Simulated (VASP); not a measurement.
# Ta (Fm-3m) in VASP: single point with HSE06

Aim: the single point of Ta with HSE06.

Everything below comes from runs of VASP 6.6.1. Logs are shortened: lines on timing, memory, paths and dates and some standing lists are left out, and cuts for length are marked.

### 1 The crystal as given

Symmetry: Fm-3m, No. 225, cubic system. Conventional cell: a = 4.177 Å, b = 4.177 Å, c = 4.177 Å, α = 90.00°, β = 90.00°, γ = 90.00°. Ta (site symmetry m-3m) is surrounded by 12 Ta at 2.95 Å.

This isn't the form of Ta at room conditions, which is bcc.

### 2 Single point, HSE06

POSCAR reads:

```
Ta
1.0
    0.0000000000      2.0883400000      2.0883400000
    2.0883400000      0.0000000000      2.0883400000
    2.0883400000      2.0883400000      0.0000000000
Ta
1
Direct
    0.0000000000      0.0000000000      0.0000000000
```

INCAR.step1 reads:

```
ALGO = Normal ; EDIFF = 1E-5
ENCUT = 520 ; GGA = PE
ISIF = 2 ; ISMEAR = 0
LASPH = T ; LREAL = F
LWAVE = T ; NBANDS = 12
NELM = 100 ; PREC = Accurate
SIGMA = 0.1
```

INCAR.step2 reads:

```
ALGO = Normal ; EDIFF = 1E-7
ENCUT = 520 ; GGA = PE
HFSCREEN = 0.2 ; ISIF = 2
ISMEAR = 0 ; ISTART = 1
LASPH = T ; LCHARG = T
LELF = T ; LHFCALC = T
LREAL = F ; LVHAR = T
LWAVE = F ; NBANDS = 12
NELM = 100 ; PREC = Accurate
PRECFOCK = Fast ; SIGMA = 0.1
```

KPOINTS reads:

```
k-points
0
Gamma
  8 8 8
```

Potentials or basis: VASP PAW PBE potentials, release 64 (Ta_pv).

Launch:

```
cat potpaw_PBE.64/Ta_pv/POTCAR > POTCAR
cp INCAR.step1 INCAR
mpirun -np 1 vasp_std > vasp.out
cp INCAR.step2 INCAR
mpirun -np 1 vasp_std > vasp.out
```

OUTCAR:

```text
EDIFF = 1E-7
   ENCUT = 520
   GGA = PE
   HFSCREEN = 0.2
   ISIF = 2
   ISMEAR = 0
   ISTART = 1
   LASPH = T
   LHFCALC = T
   LREAL = F
   NELM = 100
   PREC = Accurate
   PRECFOCK = Fast

 ion  position               nearest neighbor table
   1  0.000  0.000  0.000-

  LATTYP: Found a face centered cubic cell.
 ALAT       =     4.1766800000

  Lattice vectors:

 A1 = (   0.0000000000,   2.0883400000,   2.0883400000)
 A2 = (   2.0883400000,   0.0000000000,   2.0883400000)
 A3 = (   2.0883400000,   2.0883400000,   0.0000000000)

Analysis of symmetry for initial positions (statically):
=====================================================================
 Subroutine PRICEL returns:
 Original cell was already a primitive cell.

 Routine SETGRP: Setting up the symmetry group for a
 face centered cubic supercell.

 Subroutine GETGRP returns: Found 48 space group operations
 (whereof 48 operations were pure point group operations)
 out of a pool of 48 trial point group operations.

The static configuration has the point symmetry O_h .

Analysis of symmetry for dynamics (positions and initial velocities):
=====================================================================
 Subroutine PRICEL returns:
 Original cell was already a primitive cell.

 Routine SETGRP: Setting up the symmetry group for a
 face centered cubic supercell.

 Subroutine GETGRP returns: Found 48 space group operations
 (whereof 48 operations were pure point group operations)
 out of a pool of 48 trial point group operations.

The dynamic configuration has the point symmetry O_h .

 Subroutine INISYM returns: Found 48 space group operations
 (whereof 48 operations are pure point group operations),
 and found     1 'primitive' translations

----------------------------------------------------------------------------------------

                                     Primitive cell

  volume of cell :      18.2152

  direct lattice vectors                    reciprocal lattice vectors
     0.000000000  2.088340000  2.088340000    -0.239424615  0.239424615  0.239424615
     2.088340000  0.000000000  2.088340000     0.239424615 -0.239424615  0.239424615
     2.088340000  2.088340000  0.000000000     0.239424615  0.239424615 -0.239424615

  length of vectors
     2.953358751  2.953358751  2.953358751     0.414695597  0.414695597  0.414695597

  position of ions in fractional coordinates (direct lattice)
     0.000000000  0.000000000  0.000000000

  ion indices of the primitive-cell ions
   primitive index   ion index
                 1           1

----------------------------------------------------------------------------------------

 KPOINTS: k-points

Automatic generation of k-mesh.
 Grid dimensions read from file:
 generate k-points for:    8    8    8

 Generating k-lattice:

  Cartesian coordinates                     Fractional coordinates (reciprocal lattice)
    -0.029928077  0.029928077  0.029928077     0.125000000  0.000000000  0.000000000
     0.029928077 -0.029928077  0.029928077     0.000000000  0.125000000  0.000000000
     0.029928077  0.029928077 -0.029928077     0.000000000  0.000000000  0.125000000

  Length of vectors
     0.051836950  0.051836950  0.051836950

  Shift w.r.t. Gamma in fractional coordinates (k-lattice)
     0.000000000  0.000000000  0.000000000

 Subroutine IBZKPT returns following result:
 ===========================================

 Found     29 irreducible k-points:

 Following reciprocal coordinates:
            Coordinates               Weight
  0.000000  0.000000  0.000000      1.000000
  0.125000  0.000000  0.000000      8.000000
  0.250000  0.000000  0.000000      8.000000
  0.375000  0.000000  0.000000      8.000000
  0.500000  0.000000  0.000000      4.000000
  0.125000  0.125000  0.000000      6.000000
[... 16 lines left out ...]
  0.500000  0.250000  0.125000     48.000000
 -0.375000  0.250000  0.125000     24.000000
 [... further k-points ...]
   k-points           NKPTS =     29   k-points in BZ     NKDIM =    512   number of bands    NBANDS=     12
   number of dos      NEDOS =    301   number of ions     NIONS =      1
   total plane-waves  NPLWV =  13824
   dimension x,y,z NGX =    24 NGY =   24 NGZ =   24
   dimension x,y,z NGXF=    48 NGYF=   48 NGZF=   48
   ions per type =               1
   NGX,Y,Z   is equivalent  to a cutoff of  13.51, 13.51, 13.51 a.u.
   NGXF,Y,Z  is equivalent  to a cutoff of  27.02, 27.02, 27.02 a.u.
 SYSTEM =  unknown system
   PREC   = accura    normal or accurate (medium, high low for compatibility)
   ISTART =      1    job   : 0-new  1-cont  2-samecut
   ICHARG =      0    charge: 1-file 2-atom 10-const
   ISPIN  =      1    spin polarized calculation?
   LNONCOLLINEAR =      F non collinear calculations
   LSORBIT =      F    spin-orbit coupling
   LASPH  =      T    aspherical Exc in radial PAW
   ENCUT  =  520.0 eV  38.22 Ry    6.18 a.u.   5.49  5.49  5.49*2*pi/ulx,y,z
   NELM   =    100;   NELMIN=  2; NELMDL=  0     # of ELM steps
   EDIFF  = 0.1E-06   stopping-criterion for ELM
   LREAL  =      F    real-space projection
   EDIFFG = 0.1E-05   stopping-criterion for IOM
   NSW    =      0    number of steps for IOM
   IBRION =     -1    ionic relax: 0-MD 1-quasi-New 2-CG
   NFREE  =      0    steps in history (QN), initial steepest desc. (CG)
   ISIF   =      2    stress and relaxation
   ISYM   =      3    0-nonsym 1-usesym 2-fastsym
   POTIM  = 0.5000    time-step for ionic-motion
   TEBEG  =    0.0;   TEEND  =   0.0 temperature during run
   PSTRESS=    0.0 pullay stress
   NELECT =      11.0000    total number of electrons
   NUPDOWN=      -1.0000    fix difference up-down
   EMIN   =  10.00;   EMAX   =-10.00  energy-range for DOS
   EFERMI =   0.00;   METHOD = LEGACY
   ISMEAR =     0;   SIGMA  =   0.10  broadening in eV -4-tet -1-fermi 0-gaus
   EFERMI_NEDOS =   21; number of points for ismear=-14 and -15
   IALGO  =     38    algorithm
   IMIX   =      1    mixing-type and parameters
     AMIX     =   0.40;   BMIX     =  1.00
     AMIX_MAG =   1.60;   BMIX_MAG =  1.00
  volume/ion in A,a.u.               =      18.22       122.92
  Fermi-wavevector in a.u.,A,eV,Ry     =   1.383761  2.614930 26.052373  1.914795
  Thomas-Fermi vector in A             =   2.508329
   LORBIT       =      0    0 simple, 1 ext, 2 COOP (PROOUT), +10 PAW based schemes
   GGA     = PE    functional components
   LHFCALC =     T    Hartree Fock is set to
   PRECFOCK=fast      Normal, Fast or Accurate (Low or Medium for compatibility)
   ENCUT4O =  -1.0   cutoff for four orbital integrals eV
   NKREDX  =     1    reduce k-point grid by
   NKREDY  =     1    reduce k-point grid by
   NKREDZ  =     1    reduce k-point grid by
   AEXX    =    0.2500 exact exchange contribution
   HFSCREEN=    0.2000 screening length (either q_TF or 0.3 A-1)
   HFSCREENC=   0.2000 screening length for correlation (either q_TF or 0.3 A-1)
   ENCUTFOCK=  -1.0 apply spherical cutoff to Coloumb kernel
   IVDW    =     0    specifies the selected vdW correction
   LEPSILON=     F    determine dielectric tensor
   LRPA    =     F    only Hartree local field effects (RPA)
 non-spin polarized calculation
 Gauss-broadening in eV      SIGMA  =   0.10
  energy-cutoff  :      520.00
  volume of cell :       18.22
 maximum number of plane-waves:       531
 NGX is ok and might be reduce to    24
  NGX = 14; NGY = 14; NGZ = 14

 number of electron      11.0000001 magnetization

 Free energy of the ion-electron system (eV)
  ---------------------------------------------------
  ext. energy  EPLUGINS =         0.00000000
  ---------------------------------------------------
  free energy    TOTEN  =       -13.29630530 eV

  energy without entropy =      -13.28978632  energy(sigma->0) =      -13.29304581

 E-fermi :   5.7482     XC(G=0): -10.2622

 val. band max:        5.6976290126   @ k =   0.1250   0.0000   0.0000
 cond. band min:       5.7949123314   @ k =   0.3750   0.2500   0.0000
 fundamental gap:      0.0972833187
 Fermi energy:         5.7481965055

 k-point     1 :       0.0000    0.0000    0.0000
  band No.  band energies     occupation
      1     -30.3463      2.00000
      2     -30.3463      2.00000
      3     -30.3463      2.00000
      4      -3.8279      2.00000
      5       6.3865      0.00000
      6       6.3865      0.00000
      7       6.3865      0.00000
      8      10.0710      0.00000
      9      10.0710      0.00000
     10      18.8863      0.00000
     11      21.8215      0.00000
     12      24.3097      0.00000

 k-point     2 :       0.1250    0.0000    0.0000
  band No.  band energies     occupation
      1     -30.5455      2.00000
      2     -30.3694      2.00000
      3     -30.3694      2.00000
      4      -3.1245      2.00000
      5       5.6976      1.52547
      6       6.6930      0.00000
      7       6.6930      0.00000
      8       9.7854      0.00000
      9       9.7854      0.00000
     10      20.2201      0.00000
     11      21.8192      0.00000
     12      22.1083      0.00000

 k-point     3 :       0.2500    0.0000    0.0000
  band No.  band energies     occupation
      1     -31.0068      2.00000
      2     -30.4249      2.00000
      3     -30.4249      2.00000
      4      -1.4288      2.00000
      5       4.7190      2.00000
      6       6.9155      0.00000
      7       6.9155      0.00000
      8       9.9860      0.00000
      9       9.9860      0.00000
     10      19.1408      0.00000
     11      21.8215      0.00000
     12      23.2752      0.00000
[... 286 lines left out ...]
 k-point    23 :       0.5000    0.2500    0.1250
  band No.  band energies     occupation
      1     -31.3411      2.00000
      2     -30.7946      2.00000
      3     -30.5684      2.00000
      4       1.4860      2.00000
      5       3.7235      2.00000
      6       4.7693      2.00000
      7       8.0939      0.00000
      8      10.6985      0.00000
      9      13.7451      0.00000
     10      18.1921      0.00000
     11      21.8223      0.00000
     12      22.5002      0.00000

 k-point    24 :      -0.3750    0.2500    0.1250
  band No.  band energies     occupation
      1     -31.4380      2.00000
      2     -30.8396      2.00000
      3     -30.6055      2.00000
      4       1.8440      2.00000
      5       3.6626      2.00000
      6       5.2016      2.00000
      7       7.7590      0.00000
      8      11.8126      0.00000
      9      14.7001      0.00000
     10      15.9165      0.00000
     11      21.8220      0.00000
     12      22.0360      0.00000

 [... further k-points ...]

------------------------ aborting loop because EDIFF is reached ----------------------------------------

  FORCE on cell =-STRESS in cart. coord.  units (eV):
  Direction    XX          YY          ZZ          XY          YZ          ZX
  --------------------------------------------------------------------------------------
  -------------------------------------------------------------------------------------
  Total        0.6439894      0.6439894      0.6439894     -0.0000000     -0.0000000      0.0000000
  in kB       56.6442321     56.6442321     56.6442321     -0.0000000     -0.0000000      0.0000000
  external PRESSURE =      56.6442321 kB  Pullay stress =       0.0000000 kB

 VOLUME and BASIS-vectors are now :
 -----------------------------------------------------------------------------
  energy-cutoff  :      520.00
  volume of cell :       18.22
      direct lattice vectors                 reciprocal lattice vectors
     0.000000000  2.088340000  2.088340000    -0.239424615  0.239424615  0.239424615
     2.088340000  0.000000000  2.088340000     0.239424615 -0.239424615  0.239424615
     2.088340000  2.088340000  0.000000000     0.239424615  0.239424615 -0.239424615

 POSITION                                       TOTAL-FORCE (eV/Angst)
 -----------------------------------------------------------------------------------
      0.00000      0.00000      0.00000         0.000000      0.000000     -0.000000
 -----------------------------------------------------------------------------------
    total drift:                                0.000015      0.000017      0.000019

  FREE ENERGIE OF THE ION-ELECTRON SYSTEM (eV)
  ---------------------------------------------------
  free  energy   TOTEN  =       -13.2963053006 eV

  energy  without entropy=      -13.2897863185  energy(sigma->0) =      -13.29304581
```

Run time: 29 min. Hardware: 1 thread of Intel Xeon Platinum 8175M at 2.50GHz (Skylake/Cascade Lake), shared host; peak memory 0.25 GiB.

What came out:

```
Free energy            : -13.2963 eV
Pressure               : 5.7 GPa
Band gap on the k mesh : none (metal or under the smearing width)
```

Caveat: the PAW data sets were made with another functional, which shifts forces and pressure a little. Spin-orbit coupling is left out, which matters for the levels of Ta.
